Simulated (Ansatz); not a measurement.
KBr: response to strain

The parent structure is KBr in the rock salt structure (space group Fm-3m, No. 225).

```cif
data_Br4K4
_chemical_formula_sum 'K4 Br4'
_space_group_name_H-M_alt 'Fm-3m'
_space_group_IT_number 225
_space_group_name_Hall '-F 4 2 3'
_cell_length_a 6.54907
_cell_length_b 6.54907
_cell_length_c 6.54907
_cell_angle_alpha 90.000
_cell_angle_beta 90.000
_cell_angle_gamma 90.000
loop_
_atom_site_label
_atom_site_type_symbol
_atom_site_symmetry_multiplicity
_atom_site_Wyckoff_symbol
_atom_site_fract_x
_atom_site_fract_y
_atom_site_fract_z
_atom_site_occupancy
K1 K 4 a 0.00000 0.00000 0.00000 1
Br1 Br 4 b 0.50000 0.50000 0.50000 1
```
(The calculation used a cell of 2 atoms; values per cell refer to that cell.)

Strains are applied to the cell and any free atomic positions relax.

All numbers come from PBEsol (Ansatz, a first-principles code, PAW, no spin-orbit coupling).

```json
[
 {"isotropic strain (%)": "-3", "band gap (eV)": "4.58"},
 {"isotropic strain (%)": "-2", "band gap (eV)": "4.50"},
 {"isotropic strain (%)": "-1.5", "band gap (eV)": "4.46"},
 {"isotropic strain (%)": "-0.5", "band gap (eV)": "4.38"},
 {"isotropic strain (%)": "0", "band gap (eV)": "4.34"},
 {"isotropic strain (%)": "1", "band gap (eV)": "4.27"},
 {"isotropic strain (%)": "1.5", "band gap (eV)": "4.23"},
 {"isotropic strain (%)": "2", "band gap (eV)": "?"},
 {"isotropic strain (%)": "3", "band gap (eV)": "4.13"}
]
```

Fit E_g = E₀ + Dε (ε in %) to the rows shown and predict the withheld row.

Least squares on the printed values gives E₀ = 4.35 eV, D = -75.5 meV per % of strain (largest residual 0.01 eV); this predicts 4.20 eV, and the run gives 4.20 eV, in agreement.

Stability against distortions was not tested.
